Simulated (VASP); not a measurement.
Here is a VASP 6.6.1 calculation.

POSCAR

```
Hf
1.0
    3.1923846300      0.0000000000      0.0000000000
   -1.5961923200      2.7646861900      0.0000000000
    0.0000000000      0.0000000000      5.0450416400
Hf
2
Direct
    0.3333333300      0.6666666700      0.2500000000
    0.6666666700      0.3333333300      0.7500000000
```

File INCAR.step1:

```
SYSTEM = Hf
ALGO     = Normal         ! electronic algorithm
EDIFF    = 1E-8           ! SCF threshold, eV
EDIFFG   = -0.002         ! ionic threshold
ENCUT    = 600            ! plane-wave cutoff, eV
IBRION   = 2              ! ionic algorithm
ISIF     = 3              ! what is computed and relaxed
ISMEAR   = 0              ! smearing method
LASPH    = .True.         ! aspherical terms in the spheres
LCHARG   = .False.        ! write CHGCAR
LREAL    = .False.        ! projectors in reciprocal space
LWAVE    = .False.        ! write WAVECAR
NELM     = 100            ! most SCF steps
NSW      = 40             ! ionic steps
PREC     = Accurate       ! precision mode
SIGMA    = 0.1            ! smearing width, eV
```

The input INCAR.step2:

```
SYSTEM = Hf
ALGO     = Normal         ! electronic algorithm
EDIFF    = 1E-8           ! SCF threshold, eV
ENCUT    = 600            ! plane-wave cutoff, eV
IBRION   = 6              ! ionic algorithm
ISIF     = 3              ! what is computed and relaxed
ISMEAR   = 0              ! smearing method
LASPH    = .True.         ! aspherical terms in the spheres
LCHARG   = .False.        ! write CHGCAR
LREAL    = .False.        ! projectors in reciprocal space
LWAVE    = .False.        ! write WAVECAR
NELM     = 100            ! most SCF steps
NFREE    = 2            
NSW      = 1              ! ionic steps
POTIM    = 0.015          ! step
PREC     = Accurate       ! precision mode
SIGMA    = 0.1            ! smearing width, eV
```

File KPOINTS:

```
k-points
0
Gamma
  6 6 4
  0 0 0
```

Potentials or basis: VASP PAW LDA potentials, release 64 (Hf_pv).

Run with:

```console
$ cat potpaw_LDA.64/Hf_pv/POTCAR > POTCAR
$ cp INCAR.step1 INCAR
$ mpirun -np 1 vasp_std > vasp.out
$ cp CONTCAR POSCAR
$ cp INCAR.step2 INCAR
$ mpirun -np 1 vasp_std > vasp.out
```

**Question.** Predict the Voigt bulk modulus.

**Answer.** 117 GPa.

**Question.** What does it give for the highest phonon frequency at Γ?

**Answer.** 112 cm⁻¹.

**Question.** Estimate the space group after relaxing (to 0.05 Å).

**Answer.** P6_3/mmc (No. 194).

Clamped-ion elastic tensor (GPa):
```
161  92  94   0   0   0
 92 161  94   0   0   0
 94  94 173   0   0   0
  0   0   0  27   0   0
  0   0   0   0  27   0
  0   0   0   0   0  34
```

Caveat: the k mesh is coarse (spacing up to 0.38 Å⁻¹), so the values aren't converged. The run has no spin-orbit coupling, so splittings on Hf are missing.
